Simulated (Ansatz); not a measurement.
Relaxing Si2W

Computed with DFT PBEsol, scalar-relativistic, plane waves, PAW in Ansatz. Settings: 420 eV cutoff, 18×18×18 k-mesh, Gaussian smearing of 0.10 eV, no spin polarisation.

What was changed: relaxed at 25 GPa.

Spin–orbit coupling is left out, which can shift energies with elements as heavy as these.

Other phases may be more stable at this pressure.

Command:

```bash
ansatz run input.yaml --threads 1 --pin off --max-ram 2560MiB --backend cpu --events-out ev --progress --plain --runs-dir out
```

Input:

```yaml
crystal:
  lattice:
    - [-1.5513786767, 1.5513786767, 3.7994985577]
    - [1.5513786767, -1.5513786767, 3.7994985577]
    - [1.5513786767, 1.5513786767, -3.7994985577]
  atoms:
    - { symbol: Si, position: [0.3338409541, 0.3338409541, 0.0] }
    - { symbol: Si, position: [0.6661590459, 0.6661590459, 0.0] }
    - { symbol: W, position: [0.0, 0.0, 0.0] }
basis:
  ecutwfc: 420
kpoints:
  mp_grid: { grid: [18, 18, 18] }
hamiltonian:
  xc: pbesol
scf:
  occupations: { method: gaussian, width: 0.1 }
output:
  forces: true
  stress: true
  eigenvalues: true
relax:
  adjacent_minimum: "off"
  f_tol: 0.008
  max_steps: 50
  cell: { stress_tol: 0.08, p_target: 25.0 }
```

F is the free energy. Steps run on the plane waves of an earlier cell, but the last one, and at times one on the way, on a freshly chosen basis, so a repeated geometry can differ a little in energy. The relaxation lowers the enthalpy F + PV at the target pressure, so F itself can rise.

Steps:

| step | F − F(1) (eV) | largest force component (eV/Å) | V (Å³/atom) | P (GPa) |
| --- | --- | --- | --- | --- |
| 1 | 0.0000 | 0.129 | 12.193 | 26.00 |
| 2 | -0.0196 | 0.029 | 12.232 | 24.72 |
| 3 | -0.0153 | 0.010 | 12.223 | 24.97 |
| 4 | -0.0151 | 0.002 | 12.222 | 24.98 |
| 5 | -0.0151 | 0.002 | 12.222 | 24.98 |

Relaxed structure:

```yaml
crystal:
  lattice:
    - [-1.55101, 1.55101, 3.81049]
    - [1.55101, -1.55101, 3.81049]
    - [1.55101, 1.55101, -3.81049]
  atoms:
    - { symbol: Si, position: [0.33320, 0.33320, 0.00000] }
    - { symbol: Si, position: [0.66680, 0.66680, 0.00000] }
    - { symbol: W, position: [0.00000, 0.00000, 0.00000] }
```

The structure is tetragonal, space group I4/mmm (No. 139). The conventional cell has a = 3.102 Å, b = 3.102 Å, c = 7.621 Å, α = 90.00°, β = 90.00°, γ = 90.00°. Si (site symmetry 4mm) is surrounded by 5 Si at 2.53 to 2.54 Å and 5 W at 2.54 Å. Around W (site symmetry 4/mmm) lie 10 Si at 2.54 Å.

The run converged. Time: 74 s on 1 thread of Arm Neoverse V2, with other jobs on the host, peak memory 0.57 GiB.